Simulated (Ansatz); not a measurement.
## Band structure of Lu

```
Lu
1.0
     0.00000    2.43690    2.43690
     2.43690    0.00000    2.43690
     2.43690    2.43690    0.00000
Lu
1
Direct
  0.00000 0.00000 0.00000
```

Conventional cell: a = 4.874 Å, b = 4.874 Å, c = 4.874 Å, α = 90.00°, β = 90.00°, γ = 90.00°. Lu (atom 1) has 12 Lu at 3.45 Å as nearest neighbours.

The cell was built from the fcc type and relaxed in the same program, and has space group Fm-3m; it needn't be a known or the stable phase.

Spin–orbit coupling is left out, though it moves levels of the heavy atoms by tenths of an eV or more.

Computed with Ansatz 0.2.0, DFT, PBE, all-electron LAPW, scalar-relativistic.

Settings: a Γ-centred 15×15×15 k mesh, Fermi–Dirac smearing of 0.05 eV, basis error target 0.25 meV/atom, no spin polarisation.

Points in fractions of the reciprocal vectors of this cell: Γ (0, 0, 0), X (0.5, 0, 0.5), U (0.625, 0.25, 0.625), K (0.375, 0.375, 0.75), L (0.5, 0.5, 0.5), W (0.5, 0.25, 0.75). The path joins them by straight lines in the order Γ–X–U–K–Γ–L–W–X; legs that retrace an earlier one aren't tabulated. Energies are in eV from the Fermi level.

Question: Metal or insulator at this level of theory?

Answer: No gap opens: metallic or semimetallic.

Question: Tabulate bands 15 to 20, counted from the lowest band of the run, along the path.

Answer: 
```json
{"k (1/Å)": "0.00", "point": "Γ", "band 15": "-4.87", "band 16": "-4.87", "band 17": "-4.87", "band 18": "2.25", "band 19": "2.25", "band 20": "2.25"}
{"k (1/Å)": "0.32", "point": "", "band 15": "-4.89", "band 16": "-4.89", "band 17": "-4.89", "band 18": "1.59", "band 19": "2.59", "band 20": "2.59"}
{"k (1/Å)": "0.64", "point": "", "band 15": "-4.91", "band 16": "-4.91", "band 17": "-4.02", "band 18": "0.40", "band 19": "2.14", "band 20": "3.58"}
{"k (1/Å)": "0.97", "point": "", "band 15": "-4.91", "band 16": "-4.91", "band 17": "-2.45", "band 18": "-0.50", "band 19": "1.43", "band 20": "5.22"}
{"k (1/Å)": "1.29", "point": "X", "band 15": "-4.91", "band 16": "-4.90", "band 17": "-2.04", "band 18": "-0.82", "band 19": "1.93", "band 20": "6.44"}
{"k (1/Å)": "1.40", "point": "", "band 15": "-4.91", "band 16": "-4.90", "band 17": "-1.97", "band 18": "-0.79", "band 19": "1.84", "band 20": "6.11"}
{"k (1/Å)": "1.52", "point": "", "band 15": "-4.90", "band 16": "-4.90", "band 17": "-1.78", "band 18": "-0.69", "band 19": "1.62", "band 20": "5.49"}
{"k (1/Å)": "1.63", "point": "", "band 15": "-4.90", "band 16": "-4.90", "band 17": "-1.48", "band 18": "-0.58", "band 19": "1.33", "band 20": "4.86"}
{"k (1/Å)": "1.74", "point": "U", "band 15": "-4.90", "band 16": "-4.90", "band 17": "-1.11", "band 18": "-0.55", "band 19": "1.03", "band 20": "4.31"}
{"k (1/Å)": "1.94", "point": "", "band 15": "-4.90", "band 16": "-4.90", "band 17": "-0.83", "band 18": "-0.49", "band 19": "0.75", "band 20": "3.56"}
{"k (1/Å)": "2.14", "point": "", "band 15": "-4.91", "band 16": "-4.90", "band 17": "-0.65", "band 18": "-0.37", "band 19": "0.49", "band 20": "3.15"}
{"k (1/Å)": "2.34", "point": "", "band 15": "-4.90", "band 16": "-4.90", "band 17": "-0.83", "band 18": "-0.49", "band 19": "0.75", "band 20": "3.56"}
{"k (1/Å)": "2.53", "point": "K", "band 15": "-4.90", "band 16": "-4.90", "band 17": "-1.11", "band 18": "-0.55", "band 19": "1.03", "band 20": "4.31"}
{"k (1/Å)": "2.88", "point": "", "band 15": "-4.90", "band 16": "-4.89", "band 17": "-1.71", "band 18": "0.31", "band 19": "0.45", "band 20": "3.28"}
{"k (1/Å)": "3.22", "point": "", "band 15": "-4.91", "band 16": "-4.88", "band 17": "-3.79", "band 18": "0.67", "band 19": "1.82", "band 20": "3.27"}
{"k (1/Å)": "3.56", "point": "", "band 15": "-4.90", "band 16": "-4.89", "band 17": "-4.88", "band 18": "1.59", "band 19": "2.48", "band 20": "2.58"}
{"k (1/Å)": "3.90", "point": "Γ", "band 15": "-4.87", "band 16": "-4.87", "band 17": "-4.87", "band 18": "2.25", "band 19": "2.25", "band 20": "2.25"}
{"k (1/Å)": "4.18", "point": "", "band 15": "-4.89", "band 16": "-4.89", "band 17": "-4.87", "band 18": "1.78", "band 19": "2.45", "band 20": "2.45"}
{"k (1/Å)": "4.46", "point": "", "band 15": "-4.91", "band 16": "-4.87", "band 17": "-4.53", "band 18": "0.93", "band 19": "2.54", "band 20": "2.54"}
{"k (1/Å)": "4.74", "point": "", "band 15": "-4.90", "band 16": "-4.87", "band 17": "-3.20", "band 18": "0.39", "band 19": "2.21", "band 20": "2.21"}
{"k (1/Å)": "5.02", "point": "L", "band 15": "-4.89", "band 16": "-4.87", "band 17": "-2.60", "band 18": "0.33", "band 19": "2.04", "band 20": "2.04"}
{"k (1/Å)": "5.25", "point": "", "band 15": "-4.89", "band 16": "-4.88", "band 17": "-2.29", "band 18": "0.14", "band 19": "1.71", "band 20": "2.30"}
{"k (1/Å)": "5.47", "point": "", "band 15": "-4.90", "band 16": "-4.90", "band 17": "-1.45", "band 18": "-0.28", "band 19": "1.04", "band 20": "2.96"}
{"k (1/Å)": "5.70", "point": "", "band 15": "-4.91", "band 16": "-4.90", "band 17": "-0.65", "band 18": "-0.37", "band 19": "0.49", "band 20": "3.15"}
{"k (1/Å)": "5.93", "point": "W", "band 15": "-4.92", "band 16": "-4.90", "band 17": "-0.80", "band 18": "0.28", "band 19": "0.28", "band 20": "2.71"}
{"k (1/Å)": "6.09", "point": "", "band 15": "-4.91", "band 16": "-4.90", "band 17": "-1.06", "band 18": "-0.18", "band 19": "0.81", "band 20": "3.22"}
{"k (1/Å)": "6.25", "point": "", "band 15": "-4.91", "band 16": "-4.90", "band 17": "-1.54", "band 18": "-0.53", "band 19": "1.34", "band 20": "4.38"}
{"k (1/Å)": "6.41", "point": "", "band 15": "-4.91", "band 16": "-4.90", "band 17": "-1.90", "band 18": "-0.75", "band 19": "1.76", "band 20": "5.73"}
{"k (1/Å)": "6.57", "point": "X", "band 15": "-4.91", "band 16": "-4.90", "band 17": "-2.04", "band 18": "-0.82", "band 19": "1.93", "band 20": "6.44"}
```
